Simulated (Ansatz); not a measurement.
# AlRu: the cost of one run

Computed with Ansatz 0.2.0 (DFT PBEsol, scalar-relativistic, plane waves, PAW, unless a step's input says otherwise).

3 further runs of the same task are left out: 1 that didn't finish, 2 set aside as unsound or not needed. Runs told in other sessions of the task aren't counted.

## (1) The system as given

The structure is cubic, space group Pm-3m (No. 221). The conventional cell has a = 2.976 Å, b = 2.976 Å, c = 2.976 Å, α = 90.00°, β = 90.00°, γ = 90.00°. Al (site symmetry m-3m) has 8 Ru at 2.58 Å in its first shell of neighbours. Ru (site symmetry m-3m) has 8 Al at 2.58 Å in its first shell of neighbours.

Structure file:

```xyz
4
Lattice="-2.9764 0.0000 -2.9764 0.0000 -2.9764 -2.9764 -2.9764 -2.9764 0.0000" Properties=species:S:1:pos:R:3 pbc="T T T"
Al    0.0000    0.0000    0.0000
Al   -2.9764   -2.9764   -2.9764
Ru   -1.4882   -1.4882   -1.4882
Ru   -4.4646   -4.4646   -4.4646
```

It is built from the cell relaxed beforehand with the same method (13.18 Å³/atom).

## (2) Zero of the scan

Input file input.yaml:

```yaml
crystal:
  lattice:
    - [-2.9764078218, 0.0, -2.9764078218]
    - [0.0, -2.9764078218, -2.9764078218]
    - [-2.9764078218, -2.9764078218, 0.0]
  atoms:
    - { symbol: Al, position: [0.0, 0.0, 0.0] }
    - { symbol: Al, position: [0.5, 0.5, 0.5] }
    - { symbol: Ru, position: [0.25, 0.25, 0.25] }
    - { symbol: Ru, position: [0.75, 0.75, 0.75] }
basis:
  ecutwfc: 420
kpoints:
  mp_grid: { grid: [18, 18, 18] }
hamiltonian:
  xc: pbesol
scf:
  occupations: { method: gaussian, width: 0.15 }
output:
  forces: true
  stress: true
  eigenvalues: true
  write_density: true
  write_potential: true
  elf: true
  volumetric_format: npy
```

The run is started by

```bash
ansatz run input.yaml --threads 2 --pin off --max-ram 5120MiB --backend cpu --events-out ev --progress --plain --runs-dir out
```

What time and memory should one allow on 2 threads of Intel Xeon Platinum 8259CL at 2.50GHz (Skylake/Cascade Lake), shared host?

About 6.5 s, with a peak of 0.5 GiB.
